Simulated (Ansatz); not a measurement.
# Cs and OH on Nb(110), hollow start, 2x2 cell: work function, bands and core levels, part 2 of 4

Aim: how the adsorbate changes the work function, the valence spectrum and the core levels in Cs and OH on Nb(110), hollow start, 2x2 cell. Spin–orbit coupling is left out of the bands throughout.

Ansatz 0.2.0; DFT, PBE, plane-wave PAW, default files, scalar-relativistic.

So far, work function, upper face (eV): step 2 (the clean face) 4.48.

## Step 3: Relaxation

System of this step: CsNb16HO. The cell holds 19 atoms: 1 Cs, 1 H, 1 O and 16 Nb. Cell: a = 6.620 Å, b = 5.733 Å, c = 24.672 Å, α = 90.0°, β = 90.0°, γ = 54.7°. It derives from Nb. How the cell was made: adsorbate; added: Cs; second: OH; site: hollow; coverage 0.25 monolayer; cell: 2x2; on one face. Regions: ad, 3 atoms (1 Cs, 1 H and 1 O); L1, 4 atoms (4 Nb); L2, 4 atoms (4 Nb); L3, 4 atoms (4 Nb); rest, 4 atoms (4 Nb). Vacuum lies along c.

The cut or typed positions aren't at rest, and spectra shift with geometry, so the relaxation comes first. 8 atoms are held to stand for the bulk. A dipole correction cancels the field between unlike faces.

The input, input.yaml:

```yaml
crystal:
  lattice:
    - [6.62, 0.0, 0.0]
    - [3.31, 4.6810468915, 0.0]
    - [0.0, 0.0, 24.6715703372]
  atoms:
    - { symbol: Cs, position: [0.188074808, 0.125, 0.696006379] }
    - { symbol: H, position: [0.773123437, 0.625, 0.667633641] }
    - { symbol: O, position: [0.690095876, 0.625, 0.635207655] }
    - { symbol: Nb, position: [0.0, 0.0, 0.5885953] }
    - { symbol: Nb, position: [0.5, 0.0, 0.5885953] }
    - { symbol: Nb, position: [0.0, 0.5, 0.5885953] }
    - { symbol: Nb, position: [0.5, 0.5, 0.5885953] }
    - { symbol: Nb, position: [0.75, 0.5, 0.493728073] }
    - { symbol: Nb, position: [0.25, 0.5, 0.493728073] }
    - { symbol: Nb, position: [0.75, 0.0, 0.493728073] }
    - { symbol: Nb, position: [0.25, 0.0, 0.493728073] }
    - { symbol: Nb, position: [0.0, 0.0, 0.398860847] }
    - { symbol: Nb, position: [0.5, 0.0, 0.398860847] }
    - { symbol: Nb, position: [0.0, 0.5, 0.398860847] }
    - { symbol: Nb, position: [0.5, 0.5, 0.398860847] }
    - { symbol: Nb, position: [0.75, 0.5, 0.303993621] }
    - { symbol: Nb, position: [0.25, 0.5, 0.303993621] }
    - { symbol: Nb, position: [0.75, 0.0, 0.303993621] }
    - { symbol: Nb, position: [0.25, 0.0, 0.303993621] }
kpoints:
  mp_grid: { grid: [6, 6, 1] }
scf:
  occupations: { method: fermi_dirac, width: 0.05 }
  n_extra_bands: 15
hamiltonian:
  xc: pbe
  pseudopotentials: { kind: paw }
output:
  forces: true
  write_potential: true
  volumetric_format: []
efield:
  axis: 3
  dipole_correction: true
relax:
  f_tol: 0.03
  max_steps: 45
  constraints: [{ sites: [11, 12, 13, 14, 15, 16, 17, 18] }]
```

The run is started by

```sh
$ ansatz run input.yaml --threads 8 --pin off --max-ram 20480MiB --backend cpu --events-out ev --progress --plain --runs-dir out
```

Numbers of over 12 decimals in the logs are rounded to 6 here.

Output:

```text
[...]
Crystal: 19 atoms, lattice volume = 764.536 Å³
Basis set: ecut = 420 eV, 14975 PW (Γ), exchange–correlation on 90×80×360 points (8 copies of the dense FFT grid, shifted against one another)
Bands: 127, of which v1, the nominal top of the filled ones, is band 112 counted from 1 (111 counted from 0)
Symmetry: 1 space group operations
[...]
k-points: 20 of 36 (time reversal used)
[...]
SCF iter   1: F=—  HF=-79083.992186 eV  |F-HF|=—  |Δ(HF+E_count)|=         —  Δρ=1.13e-2  dr2=2.20e1  ethr=1.77e-3  p=0.358 e·Å  D=8.48e-2 V/Å  ΔV_dip=-2.09 eV  dr2_dipole=2.18e0  V_vac-E_F(+/−)=2.73/4.82 eV  ⟨swp⟩=10.5  Hψ=12573  notcnv=0  defer=5
[...]
SCF iter   7: F=-79083.295644 eV  HF=-79083.295646 eV  |F-HF|=2.24e-6  |Δ(HF+E_count)|=   3.29e-6  Δρ=1.35e-5  dr2=3.73e-6  ethr=1.00e-8  p=0.452 e·Å  D=1.07e-1 V/Å  ΔV_dip=-2.64 eV  dr2_dipole=3.44e-7  V_vac-E_F(+/−)=1.89/4.54 eV  ⟨swp⟩=16.9  Hψ=27537  notcnv=0
WARN: efield: at this solve's end the planar-averaged density reaches 2.55e-5 e/Å³ inside the ramp window [0.9095, 0.0905] (bound 1e-5 e/Å³); the window's nearer edge stands 5.27 Å from this solve's nearest atom along the axis. Its work functions, free energy, forces, stress, dipole, levels and responses can be off, and this figure does not tell by how much. A short vacuum, a low `basis.ecutwfc` or `basis.ecutrho_ratio` and negative occupations (`scf.occupations.method`) can put density there. See the manual's quickstart, § The vacuum guard
SCF 1 converged in 7 iterations: F = -79083.295644 eV  dr2 = 3.73e-6
[...]
relax step   1: F+E_penalty+E_count = -79083.29564394 eV  Δ(F+E_penalty+E_count) = +0.000e0 eV  max|allowed force component| = 2.146e0 eV/Å  Δτ_max = 0.0000 Å  (7 SCF iters, dr2 threshold 2.25e-5 eV, accepted)
[...]
SCF iter   6: F=-79084.291301 eV  HF=-79084.291314 eV  |F-HF|=1.29e-5  |Δ(HF+E_count)|=   7.82e-6  Δρ=3.10e-5  dr2=2.06e-5  ethr=4.46e-8  p=0.482 e·Å  D=1.14e-1 V/Å  ΔV_dip=-2.82 eV  dr2_dipole=3.20e-6  V_vac-E_F(+/−)=1.72/4.53 eV  ⟨swp⟩=15.8  Hψ=27551  notcnv=0
[...]
SCF 2 converged in 6 iterations: F = -79084.291301 eV  dr2 = 2.06e-5
relax step   2: F+E_penalty+E_count = -79084.29130120 eV  Δ(F+E_penalty+E_count) = -9.957e-1 eV  max|allowed force component| = 1.182e0 eV/Å  Δτ_max = 0.1978 Å  (6 SCF iters, dr2 threshold 1.00e-4 eV, accepted)
[...]
SCF iter   5: F=-79084.607254 eV  HF=-79084.607261 eV  |F-HF|=6.45e-6  |Δ(HF+E_count)|=   8.11e-5  Δρ=5.63e-5  dr2=3.56e-5  ethr=3.90e-8  p=0.484 e·Å  D=1.15e-1 V/Å  ΔV_dip=-2.83 eV  dr2_dipole=1.03e-9  V_vac-E_F(+/−)=1.71/4.54 eV  ⟨swp⟩=15.6  Hψ=28203  notcnv=0
[...]
SCF 3 converged in 5 iterations: F = -79084.607254 eV  dr2 = 3.56e-5
relax step   3: F+E_penalty+E_count = -79084.60725447 eV  Δ(F+E_penalty+E_count) = -3.160e-1 eV  max|allowed force component| = 6.272e-1 eV/Å  Δτ_max = 0.1949 Å  (5 SCF iters, dr2 threshold 8.73e-5 eV, accepted)
[... from here on, the SCF cycles and remarks between the steps are left out ...]
relax step   4: F+E_penalty+E_count = -79084.74097529 eV  Δ(F+E_penalty+E_count) = -1.337e-1 eV  max|allowed force component| = 3.043e-1 eV/Å  Δτ_max = 0.1949 Å  (5 SCF iters, dr2 threshold 1.00e-4 eV, accepted)
relax step   5: F+E_penalty+E_count = -79084.80285900 eV  Δ(F+E_penalty+E_count) = -6.188e-2 eV  max|allowed force component| = 1.948e-1 eV/Å  Δτ_max = 0.1949 Å  (6 SCF iters, dr2 threshold 2.18e-5 eV, accepted)
relax step   6: F+E_penalty+E_count = -79084.83535667 eV  Δ(F+E_penalty+E_count) = -3.250e-2 eV  max|allowed force component| = 1.283e-1 eV/Å  Δτ_max = 0.2000 Å  (6 SCF iters, dr2 threshold 8.93e-6 eV, accepted)
relax step   7: F+E_penalty+E_count = -79084.86235115 eV  Δ(F+E_penalty+E_count) = -2.699e-2 eV  max|allowed force component| = 8.942e-2 eV/Å  Δτ_max = 0.1950 Å  (5 SCF iters, dr2 threshold 6.75e-6 eV, accepted)
relax step   8: F+E_penalty+E_count = -79084.88256336 eV  Δ(F+E_penalty+E_count) = -2.021e-2 eV  max|allowed force component| = 7.464e-2 eV/Å  Δτ_max = 0.1908 Å  (6 SCF iters, dr2 threshold 3.47e-6 eV, accepted)
relax step   9: F+E_penalty+E_count = -79084.90030090 eV  Δ(F+E_penalty+E_count) = -1.774e-2 eV  max|allowed force component| = 6.748e-2 eV/Å  Δτ_max = 0.1957 Å  (6 SCF iters, dr2 threshold 2.70e-6 eV, accepted)
relax step  10: F+E_penalty+E_count = -79084.91504621 eV  Δ(F+E_penalty+E_count) = -1.475e-2 eV  max|allowed force component| = 5.447e-2 eV/Å  Δτ_max = 0.1955 Å  (6 SCF iters, dr2 threshold 3.17e-6 eV, accepted)
relax step  11: F+E_penalty+E_count = -79084.92604252 eV  Δ(F+E_penalty+E_count) = -1.100e-2 eV  max|allowed force component| = 5.641e-2 eV/Å  Δτ_max = 0.1968 Å  (6 SCF iters, dr2 threshold 1.93e-6 eV, accepted)
relax step  12: F+E_penalty+E_count = -79084.93462717 eV  Δ(F+E_penalty+E_count) = -8.585e-3 eV  max|allowed force component| = 6.012e-2 eV/Å  Δτ_max = 0.1952 Å  (6 SCF iters, dr2 threshold 2.07e-6 eV, accepted)
relax step  13: F+E_penalty+E_count = -79084.94080656 eV  Δ(F+E_penalty+E_count) = -6.179e-3 eV  max|allowed force component| = 4.821e-2 eV/Å  Δτ_max = 0.1948 Å  (6 SCF iters, dr2 threshold 3.61e-6 eV, accepted)
relax step  14: F+E_penalty+E_count = -79084.94403039 eV  Δ(F+E_penalty+E_count) = -3.224e-3 eV  max|allowed force component| = 7.154e-2 eV/Å  Δτ_max = 0.1978 Å  (7 SCF iters, dr2 threshold 1.49e-6 eV, accepted)
relax step  15: F+E_penalty+E_count = -79084.94512928 eV  Δ(F+E_penalty+E_count) = -1.099e-3 eV  max|allowed force component| = 7.640e-2 eV/Å  Δτ_max = 0.1260 Å  (5 SCF iters, dr2 threshold 3.29e-6 eV, accepted)
relax step  16: F+E_penalty+E_count = -79084.94528631 eV  Δ(F+E_penalty+E_count) = -1.570e-4 eV  max|allowed force component| = 4.822e-2 eV/Å  Δτ_max = 0.0270 Å  (5 SCF iters, dr2 threshold 5.84e-6 eV, accepted)
relax step  17: F+E_penalty+E_count = -79084.94538455 eV  Δ(F+E_penalty+E_count) = -9.824e-5 eV  max|allowed force component| = 1.519e-2 eV/Å  Δτ_max = 0.0132 Å  (4 SCF iters, dr2 threshold 9.27e-7 eV, accepted)
[...]
SCF iter   3: F=-79084.945385 eV  HF=-79084.945385 eV  |F-HF|=1.27e-9  |Δ(HF+E_count)|=   1.88e-8  Δρ=6.68e-7  dr2=9.43e-9  ethr=4.46e-11  p=0.446 e·Å  D=1.05e-1 V/Å  ΔV_dip=-2.60 eV  dr2_dipole=3.73e-10  V_vac-E_F(+/−)=1.92/4.52 eV  ⟨swp⟩=9.8  Hψ=18954  notcnv=0
[...]
SCF 18 converged in 3 iterations: F = -79084.945385 eV  dr2 = 9.43e-9
relax step  18: F+E_penalty+E_count = -79084.94538473 eV  Δ(F+E_penalty+E_count) = -1.788e-7 eV  max|allowed force component| = 1.547e-2 eV/Å  Δτ_max = 0.0000 Å  (3 SCF iters, accepted)
NSCF: frozen V_eff on 20 k-points
[...]
SCF converged after 3 iterations
Free energy (F): -79084.945385 eV
[...]
Internal energy: -79084.769886 eV  (E = F + TS)
E sigma→0 (E₀):  -79084.857635 eV
Entropy (-TS):   -0.175499 eV (-9.237 meV/atom)
Fermi energy:    5.735596 eV
Dipole field:    D = 0.105484 V/Å  (p = 0.445680 e·Å, saw-weighted, corrected)
Work function:   Φ+ = 1.9187 eV (in doubt: plateau slope 1.9e-2 eV/Å)   Φ− = 4.5245 eV
[...]
Vacuum region:   at the solve's end the planar-averaged density reaches 1.36e-4 e/Å³ inside the ramp window [0.9208, 0.1019] (bound 1e-5 e/Å³)
[...]
--- Forces (eV/Å), atoms counted from 1 ---
  atom   1  Cs     0.00105010    -0.00155782     0.00031039
  atom   2  H      0.00030338    -0.00126683    -0.01546541
  atom   3  O      0.00126221     0.00394333     0.01208660
  atom   4  Nb     0.00164727     0.00035061     0.00050412
  atom   5  Nb    -0.00047202    -0.00054771     0.00654381
  atom   6  Nb    -0.00426421    -0.00213733    -0.00122050
  atom   7  Nb     0.00303127    -0.00134196    -0.00396707
  atom   8  Nb     0.00038987     0.00052312    -0.00278038
  atom   9  Nb    -0.00046973     0.00048631     0.00035858
  atom  10  Nb    -0.00090987     0.00175019     0.00113415
  atom  11  Nb    -0.00010959    -0.00142801     0.00200192
  atom  12  Nb    -0.00012057     0.01387360    -0.36314459
  atom  13  Nb    -0.00053379     0.04702101    -0.26684855
  atom  14  Nb    -0.02622284    -0.02376891    -0.48214297
  atom  15  Nb     0.02498452    -0.02347818    -0.48217258
  atom  16  Nb     0.00014671    -0.00282109     0.44954092
  atom  17  Nb     0.00022880     0.00708333     0.42472395
  atom  18  Nb     0.02040436    -0.00839033     0.36015104
  atom  19  Nb    -0.02033450    -0.00825684     0.35979287
  max |Σ_I F_I| component: 5.94e-4 eV/Å
--- Band table (eV; the first three rows and the last of 20) ---
  k-point 0: bands = [... 108 lower, 5.8355, 5.8600, 5.9717, 5.9965, 6.0764, 6.3902, 6.4308, 6.8923, ... 11 higher]
  k-point 1: bands = [... 108 lower, 5.7652, 5.9023, 5.9294, 5.9600, 6.0741, 6.1706, 6.2588, 6.5369, ... 11 higher]
  k-point 2: bands = [... 108 lower, 5.5786, 5.6887, 5.7606, 5.8257, 5.9240, 5.9882, 5.9960, 6.1025, ... 11 higher]
  k-point 19: bands = [... 108 lower, 5.3256, 5.3777, 5.3986, 5.4283, 5.4721, 5.7257, 5.7688, 5.9433, ... 11 higher]
--- Relaxed structure (18 steps of the walk, 18 accepted, 0 SCFs on fresh bases) ---
  F+E_penalty+E_count = -79084.94538473 eV   max|allowed force component| = 1.547e-2 eV/Å
  atoms:
    - { symbol: Cs, position: [0.075688, -0.156676, 0.731037] }
    - { symbol: H, position: [0.694623, 0.608974, 0.682136] }
    - { symbol: O, position: [0.692614, 0.614372, 0.642676] }
    - { symbol: Nb, position: [0.00646471, -0.013324, 0.581844] }
    - { symbol: Nb, position: [0.494192, 0.011319, 0.587558] }
    - { symbol: Nb, position: [0.00660723, 0.499445, 0.587998] }
    - { symbol: Nb, position: [0.493571, 0.499497, 0.588010] }
    - { symbol: Nb, position: [0.749510, 0.500803, 0.494689] }
    - { symbol: Nb, position: [0.250705, 0.498484, 0.492475] }
    - { symbol: Nb, position: [0.749173, 2.7160980075659437e-5, 0.493826] }
    - { symbol: Nb, position: [0.250620, 0.000108356, 0.493826] }
    - { symbol: Nb, position: [0.0, 0.0, 0.398860847] }
    - { symbol: Nb, position: [0.5, 0.0, 0.398860847] }
    - { symbol: Nb, position: [0.0, 0.5, 0.398860847] }
    - { symbol: Nb, position: [0.500000, 0.5, 0.398860847] }
    - { symbol: Nb, position: [0.75, 0.5, 0.303993621] }
    - { symbol: Nb, position: [0.25, 0.5, 0.303993621] }
    - { symbol: Nb, position: [0.750000, 0.0, 0.303993621] }
    - { symbol: Nb, position: [0.25, 0.0, 0.303993621] }
```

It took 3.1 min on 8 threads of AMD EPYC 9B45 (Zen 5), shared host; peak memory 4.2 GiB; 23 min of CPU time.

The steps of the relaxation:

```csv
step,energy less that of the first step (eV),largest force component (eV/Å)
1,0.0000,2.1459
2,-0.9957,1.1817
3,-1.3116,0.6272
4,-1.4453,0.3043
5,-1.5072,0.1948
6,-1.5397,0.1283
7,-1.5667,0.0894
8,-1.5869,0.0746
9,-1.6047,0.0675
10,-1.6194,0.0545
11,-1.6304,0.0564
12,-1.6390,0.0601
13,-1.6452,0.0482
14,-1.6484,0.0715
15,-1.6495,0.0764
16,-1.6496,0.0482
17,-1.6497,0.0152
18,-1.6497,0.0155
```

The atoms that moved most (Å):

```csv
atom,dx,dy,dz,length
Cs1,-1.676,-1.319,0.864,2.301
H2,-0.573,-0.075,0.358,0.679
O3,-0.019,-0.050,0.184,0.192
Nb4,-0.001,-0.062,-0.167,0.178
Nb5,-0.001,0.053,-0.026,0.059
Nb7,-0.044,-0.002,-0.014,0.047
Nb6,0.042,-0.003,-0.015,0.044
Nb9,0.000,-0.007,-0.031,0.032
```

Final coordinates:

```cif
data_structure
_symmetry_space_group_name_H-M 'P 1'
_symmetry_Int_Tables_number 1
_cell_length_a 6.6200
_cell_length_b 5.7331
_cell_length_c 24.6716
_cell_angle_alpha 90.000
_cell_angle_beta 90.000
_cell_angle_gamma 54.736
_cell_volume 764.54
loop_
_atom_site_label
_atom_site_type_symbol
_atom_site_fract_x
_atom_site_fract_y
_atom_site_fract_z
_atom_site_occupancy
Cs1 Cs 0.07569 0.84332 0.73104 1
H2 H 0.69462 0.60897 0.68214 1
O3 O 0.69261 0.61437 0.64268 1
Nb4 Nb 0.00646 0.98668 0.58184 1
Nb5 Nb 0.49419 0.01132 0.58756 1
Nb6 Nb 0.00661 0.49944 0.58800 1
Nb7 Nb 0.49357 0.49950 0.58801 1
Nb8 Nb 0.74951 0.50080 0.49469 1
Nb9 Nb 0.25070 0.49848 0.49247 1
Nb10 Nb 0.74917 0.00003 0.49383 1
Nb11 Nb 0.25062 0.00011 0.49383 1
Nb12 Nb 0.00000 0.00000 0.39886 1
Nb13 Nb 0.50000 0.00000 0.39886 1
Nb14 Nb 0.00000 0.50000 0.39886 1
Nb15 Nb 0.50000 0.50000 0.39886 1
Nb16 Nb 0.75000 0.50000 0.30399 1
Nb17 Nb 0.25000 0.50000 0.30399 1
Nb18 Nb 0.75000 0.00000 0.30399 1
Nb19 Nb 0.25000 0.00000 0.30399 1
```

This step gave:

```
free energy               : -79084.9454 eV
energy at zero smearing   : -79084.8576 eV
smearing term TS          : 0.1755 eV
Fermi energy              : 5.736 eV
symmetry operations       : 1
work function, upper face : 1.919 eV
work function, lower face : 4.524 eV
```

The relaxation ends 87 meV an atom lower, with a largest force component of 0.015 eV/Å on the free atoms. Between step 2 and this run (19 atoms) the value for the work function, upper face moves from 4.48 eV to 1.92 eV (-57 %).

## Step 4: Layer-resolved bands, DOS and potential

The main run: bands along the zone's path, each state's share in the top and middle regions, the DOS and the planar potential. The cell holds 4 small cells, so the bands are unfolded.

The input, input.yaml:

```yaml
crystal:
  lattice:
    - [6.62, 0.0, 0.0]
    - [3.31, 4.6810468915, 0.0]
    - [0.0, 0.0, 24.6715703372]
  atoms:
    - { symbol: Cs, position: [0.0756881533, -0.1566764121, 0.7310367088] }
    - { symbol: H, position: [0.6946228187, 0.6089740009, 0.6821361454] }
    - { symbol: O, position: [0.6926140868, 0.6143718097, 0.6426758965] }
    - { symbol: Nb, position: [0.0064647119, -0.0133241881, 0.5818439174] }
    - { symbol: Nb, position: [0.4941916481, 0.0113192114, 0.5875576253] }
    - { symbol: Nb, position: [0.0066072298, 0.4994446959, 0.5879975606] }
    - { symbol: Nb, position: [0.4935714073, 0.4994967053, 0.5880098051] }
    - { symbol: Nb, position: [0.7495100357, 0.5008026253, 0.4946887228] }
    - { symbol: Nb, position: [0.2507045908, 0.4984842165, 0.4924747698] }
    - { symbol: Nb, position: [0.7491725642, 2.7161e-05, 0.4938259482] }
    - { symbol: Nb, position: [0.2506203985, 0.0001083558, 0.4938262007] }
    - { symbol: Nb, position: [0.0, 0.0, 0.398860847] }
    - { symbol: Nb, position: [0.5, 0.0, 0.398860847] }
    - { symbol: Nb, position: [0.0, 0.5, 0.398860847] }
    - { symbol: Nb, position: [0.5, 0.5, 0.398860847] }
    - { symbol: Nb, position: [0.75, 0.5, 0.303993621] }
    - { symbol: Nb, position: [0.25, 0.5, 0.303993621] }
    - { symbol: Nb, position: [0.75, 0.0, 0.303993621] }
    - { symbol: Nb, position: [0.25, 0.0, 0.303993621] }
kpoints:
  mp_grid: { grid: [8, 8, 1] }
scf:
  occupations: { method: fermi_dirac, width: 0.05 }
  n_extra_bands: 23
hamiltonian:
  xc: pbe
  pseudopotentials: { kind: paw }
output:
  forces: true
  write_potential: true
  volumetric_format: []
  dos:
    projected:
      site_lists:
        adsorbate: [0, 1, 2]
        layer_1: [3, 4, 5, 6]
        layer_2: [7, 8, 9, 10]
        layer_3: [11, 12, 13, 14]
        other_layers: [15, 16, 17, 18]
    de: 0.05
    e_range: [-30, 12]
    method: { smearing: { sigma: 0.15, scheme: gaussian } }
  eigenstates:
    kpoints:
      - [0.0, 0.0, 0.0]
      - [-0.125, 0.0, 0.0]
      - [-0.25, 0.0, 0.0]
      - [-0.375, 0.0, 0.0]
      - [0.5, 0.0, 0.0]
      - [0.375, 0.0, 0.0]
      # [... 26 more points ...]
      - [-0.14285714, 0.14285714, 0.0]
      - [-0.07142857, 0.07142857, 0.0]
    e_range: [-8.0, 4.0]
    unfold:
      supercell_matrix: [[2, 0, 0], [0, 2, 0], [0, 0, 1]]
      layers:
        axis: 3
        edges: [0.141864, 0.388099, 0.401819, 0.61524, 0.61534, 0.893165]
efield:
  axis: 3
  dipole_correction: true
```

Output:

```text
[...]
Crystal: 19 atoms, lattice volume = 764.536 Å³
Basis set: ecut = 420 eV, 14975 PW (Γ), exchange–correlation on 90×80×360 points (8 copies of the dense FFT grid, shifted against one another)
Bands: 135, of which v1, the nominal top of the filled ones, is band 112 counted from 1 (111 counted from 0)
Symmetry: 1 space group operations
[...]
k-points: 34 of 64 (time reversal used)
[...]
SCF iter   1: F=—  HF=-79085.311328 eV  |F-HF|=—  |Δ(HF+E_count)|=         —  Δρ=9.09e-3  dr2=1.34e1  ethr=1.77e-3  p=0.447 e·Å  D=1.06e-1 V/Å  ΔV_dip=-2.61 eV  dr2_dipole=7.08e-2  V_vac-E_F(+/−)=2.30/4.91 eV  ⟨swp⟩=10.1  Hψ=22450  notcnv=0  defer=96
[...]
SCF iter  10: F=-79084.907443 eV  HF=-79084.907443 eV  |F-HF|=1.60e-8  |Δ(HF+E_count)|=   2.08e-8  Δρ=7.19e-7  dr2=2.88e-8  ethr=4.46e-11  p=0.445 e·Å  D=1.05e-1 V/Å  ΔV_dip=-2.60 eV  dr2_dipole=1.46e-9  V_vac-E_F(+/−)=1.93/4.53 eV  ⟨swp⟩=13.4  Hψ=33267  notcnv=0
[...]
SCF 1 converged in 10 iterations: F = -79084.907443 eV  dr2 = 2.88e-8
[...]
efield: sawtooth ramp at fractional position 0.9675 (kept from the solve that this one continues, or follows in the run), width 0.1000; the density the first Hamiltonian is built on has a dipole p = 0.445 e·Å; the dipole correction subtracts the counter field D = 1.05e-1 V/Å, which shifts the + side's vacuum level by -2.60 eV against the − side's; the planar-averaged density in the ramp window peaks in size at 1.1e-4 e/Å³
[...]
SCF converged after 10 iterations
Free energy (F): -79084.907443 eV
[...]
Internal energy: -79084.718657 eV  (E = F + TS)
E sigma→0 (E₀):  -79084.813050 eV
Entropy (-TS):   -0.188786 eV (-9.936 meV/atom)
Fermi energy:    5.743766 eV
Dipole field:    D = 0.105296 V/Å  (p = 0.444886 e·Å, saw-weighted, corrected)
Work function:   Φ+ = 1.9336 eV (in doubt: plateau slope 1.6e-2 eV/Å)   Φ− = 4.5341 eV
[...]
--- Forces (eV/Å), atoms counted from 1 ---
  atom   1  Cs     0.00105631    -0.00066429     0.00206669
  atom   2  H      0.00029364    -0.00053036    -0.01573265
  atom   3  O      0.00123228     0.01272359     0.01264119
  atom   4  Nb     0.00165961     0.00759284    -0.01465831
  atom   5  Nb    -0.00047560     0.00480643     0.03515316
  atom   6  Nb    -0.02364327    -0.01083509    -0.00731307
  atom   7  Nb     0.02252135    -0.01000535    -0.01003315
  atom   8  Nb     0.00036468     0.00036649    -0.00736564
  atom   9  Nb    -0.00048722    -0.00520401     0.01162345
  atom  10  Nb     0.00606227     0.00419977     0.00257599
  atom  11  Nb    -0.00719407     0.00103738     0.00335312
  atom  12  Nb    -0.00014793     0.02027468    -0.38714310
  atom  13  Nb    -0.00048547     0.04421343    -0.29137416
  atom  14  Nb    -0.00271785    -0.02850593    -0.46270061
  atom  15  Nb     0.00154340    -0.02816744    -0.46276086
  atom  16  Nb     0.00019228    -0.00466635     0.44219151
  atom  17  Nb     0.00024029     0.00197753     0.41467823
  atom  18  Nb     0.01589993    -0.00437192     0.36728292
  atom  19  Nb    -0.01591453    -0.00423658     0.36695543
  max |Σ_I F_I| component: 5.60e-4 eV/Å
--- Band table (eV; the first three rows and the last of 34) ---
  k-point 0: bands = [... 108 lower, 5.8471, 5.8713, 5.9814, 6.0072, 6.0900, 6.4010, 6.4445, 6.9055, ... 19 higher]
  k-point 1: bands = [... 108 lower, 5.7950, 5.9492, 5.9661, 6.0049, 6.0054, 6.3004, 6.3235, 6.7399, ... 19 higher]
  k-point 2: bands = [... 108 lower, 5.7131, 5.7896, 5.8304, 5.8432, 5.9691, 6.0971, 6.1509, 6.2209, ... 19 higher]
  k-point 33: bands = [... 108 lower, 5.3362, 5.3891, 5.4105, 5.4389, 5.4844, 5.7386, 5.7821, 5.9582, ... 19 higher]
```

It took 76 s on 8 threads; peak memory 6.5 GiB; 9.4 min of CPU time.

Numbers from this step:

```
free energy                                    : -79084.9074 eV
energy at zero smearing                        : -79084.8131 eV
smearing term TS                               : 0.1888 eV
Fermi energy                                   : 5.744 eV
share of occupied states in no projected shell : 0.0079 of the occupied states in the window
DOS at the Fermi level                         : 22.89 states/eV/cell
work function, upper face                      : 1.933 eV
work function, lower face                      : 4.534 eV
```

(Continued in part 3 of 4.)

[Logs are printed without paths, hosts, clocks, repeated set-up lines and the standing remarks that a program may print on its own settings, such as how far it seeks lower states.]

[Hosts, paths, dates, database ids (printed as entryN), source tags and the programs' standing remarks are cut or masked in the printed files.]

[Maps of the electrostatic potential energy from Ansatz leave out the sawtooth potential of an applied field or a dipole correction, so their vacuum need not be flat; work functions include it.]
